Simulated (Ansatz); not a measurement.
**Stationary points along a deformation path in In**

Theory: DFT LDA, scalar-relativistic, plane waves, PAW in Ansatz. The runs took a 420 eV cutoff, a Γ-centred 20×20×20 mesh and Gaussian smearing (0.15 eV). No spin polarisation. Energies are free energies at this smearing, counted from the undisturbed cell; pressure is positive in compression.

The undisturbed cell (as given, not relaxed at this level; it stands at -2.9 GPa; this bcc form isn't the usual structure):

```
In
1.0
    -1.88253    1.88253    1.88253
     1.88253   -1.88253    1.88253
     1.88253    1.88253   -1.88253
In
1
Cartesian
  0.0000 0.0000 0.0000
```

At fixed volume and fractional coordinates, lengths along (0.000, 0.000, 1.000) are scaled against those across it; ρ is that ratio over its starting value. V = 26.686 Å³/atom. Δσ is the stress along the axis less the mean stress across it (compression positive).

| ρ | ΔE (meV/atom) | Δσ (GPa) | space group |
| --- | --- | --- | --- |
| 0.707 | 28.7 | 3.47 | I4/mmm |
| 0.780 | 5.2 | 0.65 | I4/mmm |
| 0.850 | 0.1 | 0.14 | I4/mmm |
| 1.000 | 0.0 | 0.00 | Im-3m |
| 1.200 | -4.0 | 0.67 | I4/mmm |
| 1.300 | -9.0 | 0.14 | I4/mmm |
| 1.414 | -9.4 | 0.00 | Fm-3m |

Question: How does the stress give the slope of the energy, and where is the energy stationary?

Answer: Along the path d ln(length) is 2/3 d ln ρ on the axis and −1/3 d ln ρ across it, so dE/d ln ρ = −(2/3) V Δσ: the energy falls with ρ where Δσ is positive. Δσ vanishes or changes sign at ρ = 1.000 (Im-3m), a stationary point at 0.0 meV/atom; at ρ = 1.414 (Fm-3m, an end of the scan), at -9.4 meV/atom. Pairs of stationary points between two samples would go unseen, and could change a minimum read from distant neighbours into a maximum. At ρ = 1.000, 1.414 the cell is cubic, where symmetry alone makes the stress isotropic and the slope zero.

Question: Is the start the lowest point of the path?

Answer: No: ρ = 1.414 lies 9.4 meV/atom lower, with no sampled rise above the start on the way. Volume and inner coordinates are held, so a relaxed structure there would lie lower still.

In a metal these slopes depend on the k mesh and the smearing.